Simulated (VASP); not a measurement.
# F2CH2 in VASP: further runs, part 3 of 3

VASP 6.6.1.

### Step 4. Single point, RPBE+D3(BJ)

File INCAR:

```
SYSTEM = H2CF2
PREC     = Accurate       ! precision mode
ENCUT    = 900            ! plane-wave cutoff, eV
EDIFF    = 1E-7           ! SCF threshold, eV
ISMEAR   = 0              ! smearing method
SIGMA    = 0.01           ! smearing width, eV
LREAL    = .False.        ! projectors in reciprocal space
LASPH    = .True.         ! aspherical terms in the spheres
NELM     = 100            ! most SCF steps
ALGO     = Fast           ! electronic algorithm
ISIF     = 2              ! what is computed and relaxed
LWAVE    = .False.        ! write WAVECAR
LCHARG   = .False.        ! write CHGCAR
GGA      = RP             ! functional
IVDW     = 12             ! dispersion correction
NBANDS   = 18             ! bands
```

File KPOINTS:

```
regular mesh
0
Gamma
  1 1 1
  0 0 0
```

File POSCAR:

```
H2CF2
1.0
   12.0000000000      0.0000000000      0.0000000000
    0.0000000000     11.0000000000      0.0000000000
    0.0000000000      0.0000000000     11.0000000000
F C H
2 1 2
Direct
    0.4109250000      0.5224136400      0.5664772700
    0.5912416700      0.4887409100      0.5678318200
    0.5012083300      0.5034954500      0.4955136400
    0.4884750000      0.4202227300      0.4430409100
    0.5141416700      0.5835954500      0.4383500000
```

Potentials or basis: VASP PAW PBE potentials, release 64 (F_h, C_h, H_h).

The run is started by

```
> cat potpaw_PBE.64/F_h/POTCAR potpaw_PBE.64/C_h/POTCAR potpaw_PBE.64/H_h/POTCAR > POTCAR
> mpirun -np 1 vasp_gam > vasp.out
```

OUTCAR:

```text
SYSTEM = H2CF2
   PREC = Accurate
   ENCUT = 900
   EDIFF = 1E-7
   ISMEAR = 0
   LREAL = .False.
   LASPH = .True.
   NELM = 100
   ISIF = 2
   GGA = RP
   IVDW = 12
 IVDW          = 12

 ion  position               nearest neighbor table
   1  0.411  0.522  0.566-   3 1.35
   2  0.591  0.489  0.568-   3 1.35
   3  0.501  0.503  0.496-   4 1.09   5 1.09   1 1.35   2 1.35
   4  0.488  0.420  0.443-   3 1.09
   5  0.514  0.584  0.438-   3 1.09

  LATTYP: Found a simple tetragonal cell.
 ALAT       =    11.0000000000
 C/A-ratio  =     1.0909090909

  Lattice vectors:

 A1 = (   0.0000000000,  11.0000000000,   0.0000000000)
 A2 = (   0.0000000000,   0.0000000000,  11.0000000000)
 A3 = (  12.0000000000,   0.0000000000,   0.0000000000)

Analysis of symmetry for initial positions (statically):
=====================================================================
 Subroutine PRICEL returns:
 Original cell was already a primitive cell.

 Routine SETGRP: Setting up the symmetry group for a
 simple tetragonal supercell.

 Subroutine GETGRP returns: Found  1 space group operations
 (whereof  1 operations were pure point group operations)
 out of a pool of 16 trial point group operations.

The static configuration has the point symmetry C_1 .

Analysis of symmetry for dynamics (positions and initial velocities):
=====================================================================
 Subroutine PRICEL returns:
 Original cell was already a primitive cell.

 Routine SETGRP: Setting up the symmetry group for a
 simple tetragonal supercell.

 Subroutine GETGRP returns: Found  1 space group operations
 (whereof  1 operations were pure point group operations)
 out of a pool of 16 trial point group operations.

The dynamic configuration has the point symmetry C_1 .

[... 97 lines left out ...]
   IALGO  =     68    algorithm
   IMIX   =      4    mixing-type and parameters
     AMIX     =   0.40;   BMIX     =  1.00
     AMIX_MAG =   1.60;   BMIX_MAG =  1.00
  volume/ion in A,a.u.               =     290.40      1959.72
  Fermi-wavevector in a.u.,A,eV,Ry     =   0.392430  0.741586  2.095319  0.154002
  Thomas-Fermi vector in A             =   1.335781
   LORBIT       =      0    0 simple, 1 ext, 2 COOP (PROOUT), +10 PAW based schemes
   GGA     = RP    functional components
   LHFCALC =     F    Hartree Fock is set to
   AEXX    =    0.0000 exact exchange contribution
   IVDW    =    12    specifies the selected vdW correction
   LEPSILON=     F    determine dielectric tensor
   LRPA    =     F    only Hartree local field effects (RPA)
 non-spin polarized calculation
 RMM-DIIS sequential band-by-band and
 Gauss-broadening in eV      SIGMA  =   0.01
  energy-cutoff  :      900.00
  volume of cell :     1452.00
 maximum number of plane-waves:     44432
 NGX is ok and might be reduce to   120
   NGX = 59   NGY = 53   NGZ = 53

 number of electron      19.9999995 magnetization

 Free energy of the ion-electron system (eV)
  ---------------------------------------------------
  ext. energy  EPLUGINS =         0.00000000
  ---------------------------------------------------
  free energy    TOTEN  =       -24.04091897 eV

  energy without entropy =      -24.04091897  energy(sigma->0) =      -24.04091897

 E-fermi :  -7.8589     XC(G=0):  -0.5938

 val. band max:       -7.9129758930   @ k =   0.0000   0.0000   0.0000
 cond. band min:      -0.4624882448   @ k =   0.0000   0.0000   0.0000
 fundamental gap:      7.4504876481
 Fermi energy:        -7.8588782336

 k-point     1 :       0.0000    0.0000    0.0000
  band No.  band energies     occupation
      1     -31.5603      2.00000
      2     -30.0483      2.00000
      3     -17.3905      2.00000
      4     -13.2821      2.00000
      5     -13.2776      2.00000
      6     -13.2554      2.00000
[... 10 lines left out ...]
     17       1.1445      0.00000
     18       1.6117      0.00000

------------------------ aborting loop because EDIFF is reached ----------------------------------------

 Edisp (eV)   -0.21996

 E8    (eV) :    -0.0892

  FORCE on cell =-STRESS in cart. coord.  units (eV):
  Direction    XX          YY          ZZ          XY          YZ          ZX
  --------------------------------------------------------------------------------------
  -------------------------------------------------------------------------------------
  Total       1.82163     0.21149     0.92863    -0.28371     0.02235     0.01045
  in kB       2.01004     0.23336     1.02467    -0.31305     0.02466     0.01153
  external pressure =        1.09 kB  Pullay stress =        0.00 kB

 VOLUME and BASIS-vectors are now :
 -----------------------------------------------------------------------------
  energy-cutoff  :      900.00
  volume of cell :     1452.00
      direct lattice vectors                 reciprocal lattice vectors
    12.000000000  0.000000000  0.000000000     0.083333333  0.000000000  0.000000000
     0.000000000 11.000000000  0.000000000     0.000000000  0.090909091  0.000000000
     0.000000000  0.000000000 11.000000000     0.000000000  0.000000000  0.090909091

 POSITION                                       TOTAL-FORCE (eV/Angst)
 -----------------------------------------------------------------------------------
      4.93110      5.74655      6.23125        -0.945788      0.180352      0.604955
      7.09490      5.37615      6.24615         0.944086     -0.144171      0.620525
      6.01450      5.53845      5.45065         0.002368     -0.021446     -0.844429
      5.86170      4.62245      4.87345        -0.040869     -0.243361     -0.184612
      6.16970      6.41955      4.82185         0.040204      0.228627     -0.196439
 -----------------------------------------------------------------------------------
    total drift:                                0.001328      0.001527     -0.000245

  FREE ENERGIE OF THE ION-ELECTRON SYSTEM (eV)
  ---------------------------------------------------
  free  energy   TOTEN  =       -24.2608809172 eV

  energy  without entropy=      -24.2608809172  energy(sigma->0) =      -24.26088092
```

stdout:

```text
POSCAR found type information on POSCAR F C H
 POSCAR found :  3 types and       5 ions
 scaLAPACK will be used
 -----------------------------------------------------------------------------
|                                                                             |
|                                                                             |
|     You enforced a specific xc type in the INCAR file but a different       |
|     I HOPE YOU KNOW WHAT YOU ARE DOING!                                     |
|                                                                             |
 -----------------------------------------------------------------------------

 LDA part: xc-table for (Slater+PW92), standard interpolation
 POSCAR, INCAR and KPOINTS ok, starting setup
 FFT: planning ... GRIDC
 FFT: planning ... GRID_SOFT
 FFT: planning ... GRID
 WAVECAR not read
 entering main loop
```

It took 2.3 min on 1 thread of AMD EPYC 9R45 (Zen 5), shared host; peak memory 2.1 GiB.

What came out:

| Item | Value |
| --- | --- |
| Free energy | -24.2609 eV |
| Largest force | 1.139 eV/Å |
| Gap between the frontier levels | 7.45 eV |
| Dispersion energy per atom | -0.044 eV |

Forces on the atoms (eV/Å):
```
F   -0.946  0.180  0.605
F    0.944 -0.144  0.621
C    0.002 -0.021 -0.844
H   -0.041 -0.243 -0.185
H    0.040  0.229 -0.196
```

Levels at points of the mesh, in eV from the valence-band top:
```csv
k point,band 6,band 7,band 8,band 9,band 10,band 11,band 12,band 13,band 14,band 15
"(0.00, 0.00, 0.00)",-5.34,-1.91,-1.82,-1.44,0.00,7.45,8.26,8.39,8.50,8.64
```

Caveat: the cutoff is under 1.25 times the usual one of these potentials, so pressure, stress and relaxed cells hold a basis-set (Pulay) error; the PAW data sets were made with another functional, which shifts forces and pressure a little.

### Step 5. The reference run

An earlier run on the cell as given: functional PBE; potentials or basis VASP PAW PBE potentials, release 64 (F, C, H); cutoff 520 eV; k mesh 1 × 1 × 1; occupations gaussian, width 0.01 eV; no spin polarisation.

* Largest force: 1.181 eV/Å
* Gap between the frontier levels: 7.56 eV

### Step 6. Summary

| task | level | potentials or basis | cutoff (eV) | gap on the mesh (eV) | largest force (eV/Å) |
| --- | --- | --- | --- | --- | --- |
| electron localisation function | PBE | VASP PAW PBE potentials, release 64 (F, C, H) | 520 | 7.56 | 1.18 |
| single point | BLYP+D3(BJ) | VASP PAW PBE potentials, release 64 (F, C, H) | 520 | 7.59 | 1.54 |
| single point | RPBE+D3(BJ) | VASP PAW PBE potentials, release 64 (F_h, C_h, H_h) | 900 | 7.45 | 1.14 |
| single point | PBE | VASP PAW PBE potentials, release 64 (F, C, H) | 520 | 7.56 | 1.18 |

Alike in all rows: no spin polarisation; cell as given; k mesh 1 × 1 × 1; smearing gaussian 0.01 eV.

Caveats: the PAW data sets were made with another functional, which shifts forces and pressure a little (some runs); the cutoff is under 1.25 times the usual one of these potentials, so pressure, stress and relaxed cells hold a basis-set (Pulay) error (some runs).

Absolute energies hang on the potentials; compare differences alone.
